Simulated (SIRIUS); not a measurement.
# Ge (Fd-3m) in SIRIUS: equation of state

Aim: energy against volume of Ge in PBEsol, for its equilibrium volume and stiffness.

Program: SIRIUS 7.12.0. These are calculated values, not measurements. Logs are shortened: lines on timing, memory, paths and dates and some standing lists are left out, and cuts for length are marked. The log counts tension as positive stress, the text compression.

**Experimental background.**

“Sub-monolayer structures of Ag overlayers on Ge(111): experimental observations and first-principles study”, 2019, arxiv:1908.00180 quotes, for a bulk crystal of Ge: bulk modulus 75.8 GPa.

The runs below are set against these values where they give the same quantity.

## (1) The structure

The structure is cubic, space group Fd-3m (No. 227). Conventional cell: a = 5.658 Å, b = 5.658 Å, c = 5.658 Å, α = 90.00°, β = 90.00°, γ = 90.00°. Ge (site symmetry -43m) has 4 Ge at 2.45 Å as nearest neighbours.

## (2) Single point, PBEsol, 21.28 Å³/atom (volume scaled by 0.94)

sirius.json reads:

```json
{
  "control": {
    "processing_unit": "cpu",
    "verbosity": 2,
    "num_bands_to_print": 22,
    "print_forces": true,
    "print_stress": true
  },
  "parameters": {
    "electronic_structure_method": "pseudopotential",
    "xc_functionals": ["XC_GGA_X_PBE_SOL", "XC_GGA_C_PBE_SOL"],
    "gk_cutoff": 8.9,
    "pw_cutoff": 17.8,
    "ngridk": [8, 8, 8],
    "shiftk": [0, 0, 0],
    "smearing": "fermi_dirac",
    "smearing_width": 0.0018374661,
    "num_bands": 22,
    "num_mag_dims": 0,
    "num_dft_iter": 100,
    "energy_tol": 1e-08,
    "density_tol": 1e-06
  },
  "iterative_solver": {
    "type": "davidson",
    "min_tolerance": 1e-10
  },
  "mixer": {
    "type": "anderson",
    "beta": 0.7,
    "max_history": 8
  },
  "settings": {
    "tol_ne": 1e-10,
    "pseudo_grid_cutoff": 6.5
  },
  "unit_cell": {
    "lattice_vectors": [
      [0.0, 5.236735221593, 5.236735221593],
      [5.236735221593, 0.0, 5.236735221593],
      [5.236735221593, 5.236735221593, 0.0]
    ],
    "atom_coordinate_units": "lattice",
    "atom_types": ["Ge"],
    "atom_files": {
      "Ge": "Ge.json"
    },
    "atoms": {
      "Ge": [
        [0.75, 0.75, 0.75],
        [0.5, 0.5, 0.5]
      ]
    }
  }
}
```

Potentials or basis: PseudoDojo 0.4.1 PBEsol standard (scalar relativistic).

On the command line:

```sh
> upf_to_json Ge.upf
> OMP_NUM_THREADS=1 sirius.scf --input=sirius.json --output=out.json --task=0
```

Standard output:

```text
[info] SIRIUS version : 7.12.0
[info] number of MPI ranks           : 1
[info] MPI grid                      : 1 1
[info] maximum number of OMP threads : 1
[fft] FFT context for density and potential
[fft] =====================================
[fft]   comm size                             : 1
[fft]   plane wave cutoff                     : 17.8
[fft]   grid size                             : 45 45 45   total : 91125
[fft]   grid limits                           : -22 22   -22 22   -22 22
[fft]   number of G-vectors within the cutoff : 13659
[fft]   local number of G-vectors             : 13659
[fft]   number of G-shells                    : 748
[fft] FFT context for coarse grid
[fft] =====================================
[fft]   comm size                             : 1
[fft]   plane wave cutoff                     : 17.8
[fft]   grid size                             : 45 45 45   total : 91125
[fft]   grid limits                           : -22 22   -22 22   -22 22
[fft]   number of G-vectors within the cutoff : 13659
[fft]   local number of G-vectors             : 13659
[fft]   number of G-shells                    : 748
[unit cell] lattice vectors
[unit cell]   a1 :       0.0000000000      5.2367352216      5.2367352216
[unit cell]   a2 :       5.2367352216      0.0000000000      5.2367352216
[unit cell]   a3 :       5.2367352216      5.2367352216      0.0000000000
[unit cell] reciprocal lattice vectors
[unit cell]   b1 :      -0.5999143590      0.5999143590      0.5999143590
[unit cell]   b2 :       0.5999143590     -0.5999143590      0.5999143590
[unit cell]   b3 :       0.5999143590      0.5999143590     -0.5999143590
[unit cell] unit cell volume :       287.21812516 [a.u.^3]
[unit cell] 1/sqrt(omega)    :         0.05900572
[unit cell] MT volume        :         0.00000000 ( 0.00%)
[unit cell] IT volume        :       287.21812516 (100.00%)
[unit cell] number of atom types : 1
[unit cell] type id : 0 symbol : Ge mt_radius :  15.590000 num_atoms : 2
[unit cell] total number of atoms : 2
[unit cell] number of symmetry classes : 1
[unit cell] number of PAW atoms : 0
[unit cell] atom id  type id  class id             position                      vector_field
[unit cell] ------------------------------------------------------------------------------------------
[unit cell]      0        0        0      0.75000   0.75000   0.75000      0.00000   0.00000   0.00000
[unit cell]      1        0        0      0.50000   0.50000   0.50000      0.00000   0.00000   0.00000
[unit cell] atom id         position (Cartesian, a.u.)
[unit cell] ---------------------------------------------
[unit cell]      0       7.855103    7.855103    7.855103
[unit cell]      1       5.236735    5.236735    5.236735
[unit cell] class id : 0 atom id : 0 1
[unit cell] minimum bond length:     4.535146
[unit cell] total number of pseudo wave-functions: 18
[sym] space group number   : 227
[sym] international symbol : Fd-3m
[sym] Hall symbol          : F 4d 2 3 -1d
[sym] space group transformation matrix :
[sym]   0.0000  0.5000  0.5000
[sym]   0.5000  0.0000  0.5000
[sym]   0.5000  0.5000  0.0000
[sym] space group origin shift :
[sym]   0.0000  0.0000  0.5000
[sym] number of space group operations  : 48
[sym] number of magnetic group operations : 48
[sym] metric tensor error: 0.0000e+00
[sym] rotation matrix error: 0.0000e+00
[sym] symmetry operations
[... list of symmetry operations ...]
[atom type] label          : Ge
[... 243 lines left out ...]
[diagonalize] average number of iterations: 1.13793
[diagonalize] Lowest band energies
[diagonalize] ik:    0   -0.537764   -0.537764   -0.537764   -0.536235   -0.536235   -0.527178   -0.527178   -0.527178   -0.526462   -0.526462   -0.108690    0.379448    0.379448    0.379448    0.400066    0.473469    0.473469    0.473469    0.614309    0.732113    0.732113    0.778200
[diagonalize] ik:    1   -0.538117   -0.538117   -0.537658   -0.535736   -0.535736   -0.527644   -0.527644   -0.527306   -0.526072   -0.526072   -0.101261    0.294613    0.366010    0.366010    0.426812    0.491246    0.491246    0.514143    0.651163    0.695818    0.695818    0.751382
[diagonalize] ik:    2   -0.538547   -0.538547   -0.537398   -0.534992   -0.534992   -0.528210   -0.528210   -0.527618   -0.525653   -0.525653   -0.079637    0.201834    0.344484    0.344484    0.410035    0.515035    0.515035    0.597850    0.672944    0.686709    0.686709    0.788273
[diagonalize] ik:    3   -0.538753   -0.538753   -0.537133   -0.534549   -0.534549   -0.528495   -0.528495   -0.527938   -0.525436   -0.525436   -0.047632    0.124971    0.329404    0.329404    0.395970    0.518811    0.518811    0.644084    0.696731    0.734013    0.734013    0.865212
[diagonalize] ik:    4   -0.538800   -0.538800   -0.537021   -0.534432   -0.534432   -0.528552   -0.528552   -0.528074   -0.525378   -0.525378   -0.025827    0.087937    0.324178    0.324178    0.391061    0.516678    0.516678    0.637009    0.778195    0.802602    0.802602    0.812517
[diagonalize] ...
[diagonalize] ik:   24   -0.539371   -0.539351   -0.536273   -0.533175   -0.532725   -0.531430   -0.529456   -0.528001   -0.524748   -0.524747   -0.014292    0.112345    0.240182    0.264318    0.446282    0.472285    0.591229    0.684343    0.767765    0.775147    0.863695    0.888761
[diagonalize] ik:   25   -0.539867   -0.539456   -0.535160   -0.532778   -0.532377   -0.531285   -0.530421   -0.529050   -0.524586   -0.524205    0.016624    0.076597    0.214697    0.256597    0.462767    0.538517    0.570302    0.649992    0.715863    0.821720    0.843667    0.883835
[diagonalize] ik:   26   -0.539884   -0.539438   -0.535184   -0.533013   -0.531842   -0.531751   -0.530258   -0.529025   -0.524609   -0.524221    0.003834    0.090556    0.208638    0.270997    0.478999    0.549545    0.565863    0.637705    0.689646    0.743637    0.885954    0.890713
[diagonalize] ik:   27   -0.539536   -0.539536   -0.534773   -0.534773   -0.531305   -0.531305   -0.529477   -0.529477   -0.524480   -0.524480    0.045436    0.045436    0.238600    0.238600    0.447983    0.447983    0.669905    0.669905    0.801669    0.801669    0.867979    0.867979
[diagonalize] ik:   28   -0.539808   -0.539808   -0.533746   -0.533746   -0.531593   -0.531593   -0.530188   -0.530188   -0.524238   -0.524238    0.047716    0.047716    0.223660    0.223660    0.546258    0.546258    0.551310    0.551310    0.800874    0.800874    0.871445    0.871446
[find] Charges and magnetic moments
[find] --------------------------------------------------------------------------------
[find] total charge          : 28.000000
[find] Energy
[find] --------------------------------------------------------------------------------
[find] valence_eval_sum               :      -9.33190056
[find] <rho|V^{XC}>                   :     -29.03057317
[find] <rho|E^{XC}>                   :     -43.22731379
[find] <mag|B^{XC}>                   :       0.00000000
[find] <rho|V^{H}>                    :     108.12848020
[find] one-electron contribution      :     -88.42980759 (Ha),    -176.85961519 (Ry)
[find] hartree contribution           :      54.06424010
[find] xc contribution                :     -43.22731379
[find] ewald contribution             :    -100.80826813
[find] PAW contribution               :       0.00000000
[find] smearing (-TS)                 :      -0.00001077
[find] SCF correction                 :      -0.00000110
[find] Total energy                   :    -178.40115051 (Ha),    -356.80230102 (Ry)
[find] Free energy (E-TS)             :    -178.40116128 (Ha),    -356.80232255 (Ry)
[find] band gap (eV)                  :       0.31599335
[find] Efermi                         :       0.38467103
[find] iteration : 11, RMS (target) : 6.7590e-07 (1.0000e-06) , energy difference (target) : -9.4900e-11 (1.0000e-08)
[find] bands are converged : true
[find] iterative solver converged : false
[find] converged after 12 SCF iterations!
[find] Charges and magnetic moments
[find] --------------------------------------------------------------------------------
[find] total charge          : 28.000000
[find] Energy
[find] --------------------------------------------------------------------------------
[find] valence_eval_sum               :      -9.33190056
[find] <rho|V^{XC}>                   :     -29.03057317
[find] <rho|E^{XC}>                   :     -43.22731379
[find] <mag|B^{XC}>                   :       0.00000000
[find] <rho|V^{H}>                    :     108.12848020
[find] one-electron contribution      :     -88.42980759 (Ha),    -176.85961519 (Ry)
[find] hartree contribution           :      54.06424010
[find] xc contribution                :     -43.22731379
[find] ewald contribution             :    -100.80826813
[find] PAW contribution               :       0.00000000
[find] smearing (-TS)                 :      -0.00001077
[find] SCF correction                 :      -0.00000110
[find] Total energy                   :    -178.40115051 (Ha),    -356.80230102 (Ry)
[find] Free energy (E-TS)             :    -178.40116128 (Ha),    -356.80232255 (Ry)
[find] band gap (eV)                  :       0.31599335
[find] Efermi                         :       0.38467103
[ground_state] === stress tensor components [kbar] ===
[ground_state] === stress_kin ===
[ground_state] -91510.134409    0.000000   -0.000000
[ground_state]     0.000000-91510.134409    0.000000
[ground_state]    -0.000000    0.000000-91510.134409
[ground_state] === stress_har ===
[ground_state] -18460.123881    0.000000    0.000000
[ground_state]     0.000000-18460.123881    0.000000
[ground_state]     0.000000    0.000000-18460.123881
[ground_state] === stress_ewald ===
[ground_state] 34420.776364    0.000000    0.000000
[ground_state]     0.00000034420.776364    0.000000
[ground_state]     0.000000    0.00000034420.776364
[ground_state] === stress_vloc ===
[ground_state] -6150.198794    0.000000    0.000000
[ground_state]     0.000000-6150.198794    0.000000
[ground_state]     0.000000    0.000000-6150.198794
[ground_state] === stress_xc ===
[ground_state] -14274.206643    0.000000    0.000000
[ground_state]     0.000000-14274.206643    0.000000
[ground_state]     0.000000    0.000000-14274.206643
[ground_state] === stress_core ===
[ground_state] 24634.058697    0.000000    0.000000
[ground_state]     0.00000024634.058697    0.000000
[ground_state]     0.000000    0.00000024634.058697
[ground_state] === stress_nonloc ===
[ground_state] 71283.431266    0.000000    0.000000
[ground_state]     0.00000071283.431266   -0.000000
[ground_state]     0.000000   -0.00000071283.431266
[ground_state] === stress_us_nl ===
[ground_state] 71283.431266    0.000000    0.000000
[ground_state]     0.00000071283.431266   -0.000000
[ground_state]     0.000000   -0.00000071283.431266
[ground_state] === stress_total ===
[ground_state]   -56.397400    0.000000   -0.000000
[ground_state]     0.000000  -56.397400    0.000000
[ground_state]    -0.000000    0.000000  -56.397400
[ground_state] ==== total Forces in Ha/bohr =====
[ground_state] atom:    0, force:       0.0000000     -0.0000000      0.0000000
[ground_state] atom:    1, force:       0.0000000      0.0000000      0.0000000
[ground_state] ==== ultrasoft contribution from Qij =====
[ground_state] atom:    0, force:       0.0000000      0.0000000      0.0000000
[ground_state] atom:    1, force:       0.0000000      0.0000000      0.0000000
[ground_state] ==== non-local contribution from Beta-projector =====
[ground_state] atom:    0, force:       0.0000000      0.0000000      0.0000000
[ground_state] atom:    1, force:       0.0000000      0.0000000      0.0000000
[ground_state] ==== contribution from local potential =====
[ground_state] atom:    0, force:      -0.0000000     -0.0000000     -0.0000000
[ground_state] atom:    1, force:       0.0000000      0.0000000      0.0000000
[ground_state] ==== contribution from core density =====
[ground_state] atom:    0, force:       0.0000000      0.0000000      0.0000000
[ground_state] atom:    1, force:       0.0000000      0.0000000      0.0000000
[ground_state] ==== Ewald forces from ions =====
[ground_state] atom:    0, force:       0.0000000      0.0000000      0.0000000
[ground_state] atom:    1, force:       0.0000000      0.0000000      0.0000000
[~DFT_ground_state] local op. applied: 16290
[~DFT_ground_state] evp. work count: 2944.82
[~DFT_ground_state] number of iterative solver steps: 819
```

Wall time 55 s (1 thread of Intel Xeon Platinum 8259CL at 2.50GHz (Skylake/Cascade Lake), shared host); peak memory 0.26 GiB.

What came out:

* Free energy: -4854.5429 eV
* Pressure: 5.6 GPa
* Band gap on the k mesh: 0.32 eV

## (3) Single point, PBEsol, 21.73 Å³/atom (volume scaled by 0.96)

Edit sirius.json of step 2 so:

```diff
@@ -38,5 +38,5 @@
     "lattice_vectors": [
-      [0.0, 5.236735221593, 5.236735221593],
-      [5.236735221593, 0.0, 5.236735221593],
-      [5.236735221593, 5.236735221593, 0.0]
+      [0.0, 5.27361485378, 5.27361485378],
+      [5.27361485378, 0.0, 5.27361485378],
+      [5.27361485378, 5.27361485378, 0.0]
     ],
```

Potentials or basis: PseudoDojo 0.4.1 PBEsol standard (scalar relativistic).

On the command line:

```sh
> upf_to_json Ge.upf
> OMP_NUM_THREADS=1 sirius.scf --input=sirius.json --output=out.json --task=0
```

Wall time 55 s (1 thread of Intel Xeon Platinum 8259CL at 2.50GHz (Skylake/Cascade Lake), shared host); peak memory 0.27 GiB.

The run converged. Its results:

* Free energy: -4854.5694 eV
* Pressure: 3.8 GPa
* Band gap on the k mesh: 0.25 eV

## (4) Single point, PBEsol, 22.19 Å³/atom (volume scaled by 0.98)

Edit sirius.json of step 3 so:

```diff
@@ -38,5 +38,5 @@
     "lattice_vectors": [
-      [0.0, 5.27361485378, 5.27361485378],
-      [5.27361485378, 0.0, 5.27361485378],
-      [5.27361485378, 5.27361485378, 0.0]
+      [0.0, 5.309985760734, 5.309985760734],
+      [5.309985760734, 0.0, 5.309985760734],
+      [5.309985760734, 5.309985760734, 0.0]
     ],
```

On the command line:

```sh
> upf_to_json Ge.upf
> OMP_NUM_THREADS=1 sirius.scf --input=sirius.json --output=out.json --task=0
```

Run time: 53 s. Hardware: 1 thread of Intel Xeon Platinum 8259CL at 2.50GHz (Skylake/Cascade Lake), shared host; peak memory 0.28 GiB.

The run converged. Its results:

| Quantity | Value |
| --- | --- |
| Free energy | -4854.5859 eV |
| Pressure | 2.1 GPa |
| Band gap on the k mesh | 0.17 eV |

## (5) Single point, PBEsol, 23.09 Å³/atom (volume scaled by 1.02)

Edit sirius.json of step 4 so:

```diff
@@ -38,5 +38,5 @@
     "lattice_vectors": [
-      [0.0, 5.309985760734, 5.309985760734],
-      [5.309985760734, 0.0, 5.309985760734],
-      [5.309985760734, 5.309985760734, 0.0]
+      [0.0, 5.381269243323, 5.381269243323],
+      [5.381269243323, 0.0, 5.381269243323],
+      [5.381269243323, 5.381269243323, 0.0]
     ],
```

On the command line:

```sh
> upf_to_json Ge.upf
> OMP_NUM_THREADS=1 sirius.scf --input=sirius.json --output=out.json --task=0
```

Run time: 58 s. Hardware: 1 thread of Intel Xeon Platinum 8259CL at 2.50GHz (Skylake/Cascade Lake), shared host; peak memory 0.29 GiB.

It converged, with:

```
Free energy            : -4854.5937 eV
Pressure               : -0.6 GPa
Band gap on the k mesh : 0.00 eV
```

## (6) Single point, PBEsol, 23.54 Å³/atom (volume scaled by 1.04)

Edit sirius.json of step 5 so:

```diff
@@ -38,5 +38,5 @@
     "lattice_vectors": [
-      [0.0, 5.381269243323, 5.381269243323],
-      [5.381269243323, 0.0, 5.381269243323],
-      [5.381269243323, 5.381269243323, 0.0]
+      [0.0, 5.416213529319, 5.416213529319],
+      [5.416213529319, 0.0, 5.416213529319],
+      [5.416213529319, 5.416213529319, 0.0]
     ],
```

Potentials or basis: PseudoDojo 0.4.1 PBEsol standard (scalar relativistic).

On the command line:

```sh
> upf_to_json Ge.upf
> OMP_NUM_THREADS=1 sirius.scf --input=sirius.json --output=out.json --task=0
```

Wall time 49 s (1 thread of Intel Xeon Platinum 8259CL at 2.50GHz (Skylake/Cascade Lake), shared host); peak memory 0.3 GiB.

The run converged. Its results:

```
Free energy            : -4854.5867 eV
Pressure               : -1.8 GPa
Band gap on the k mesh : 0.00 eV
```

## (7) Single point, PBEsol, 24.00 Å³/atom (volume scaled by 1.06)

Edit sirius.json of step 6 so:

```diff
@@ -38,5 +38,5 @@
     "lattice_vectors": [
-      [0.0, 5.416213529319, 5.416213529319],
-      [5.416213529319, 0.0, 5.416213529319],
-      [5.416213529319, 5.416213529319, 0.0]
+      [0.0, 5.450712634767, 5.450712634767],
+      [5.450712634767, 0.0, 5.450712634767],
+      [5.450712634767, 5.450712634767, 0.0]
     ],
```

On the command line:

```sh
> upf_to_json Ge.upf
> OMP_NUM_THREADS=1 sirius.scf --input=sirius.json --output=out.json --task=0
```

It took 52 s on 1 thread of Intel Xeon Platinum 8259CL at 2.50GHz (Skylake/Cascade Lake), shared host; peak memory 0.3 GiB.

It converged, with:

| Quantity | Value |
| --- | --- |
| Free energy | -4854.5733 eV |
| Pressure | -2.9 GPa |
| Band gap on the k mesh | none (metal or under the smearing width) |

## (8) Equation of state, PBEsol

Potentials or basis: PseudoDojo 0.4.1 PBEsol standard (scalar relativistic).

This step only gathers the single runs of the series.

Results:

| Quantity | Value |
| --- | --- |
| Equilibrium volume | 22.86 Å³/atom |
| Bulk modulus | 66 GPa |
| Pressure derivative of the bulk modulus | 4.8 (rough: it moves with the points fitted) |

Energy against volume, from the lowest point:
| volume (Å³/atom) | energy (meV/atom) |
| --- | --- |
| 21.281 | 25.38 |
| 21.733 | 12.12 |
| 22.186 | 3.88 |
| 22.639 | 0.02 |
| 23.092 | 0.00 |
| 23.545 | 3.50 |
| 23.997 | 10.18 |

## (9) How close it comes

Step 8. Against the measured bulk modulus of Ge, 75.8 GPa (quoted in “Sub-monolayer structures of Ag overlayers on Ge(111): experimental observations and first-principles study”, 2019, arxiv:1908.00180), the calculated 66 GPa is off by -12.8 %. The fit is for a static lattice scaled at fixed shape and fixed fractional positions. The cell as given is a measured one (22.64 Å³/atom); PBEsol puts the equilibrium volume +1.0 % from it, thermal expansion not counted.
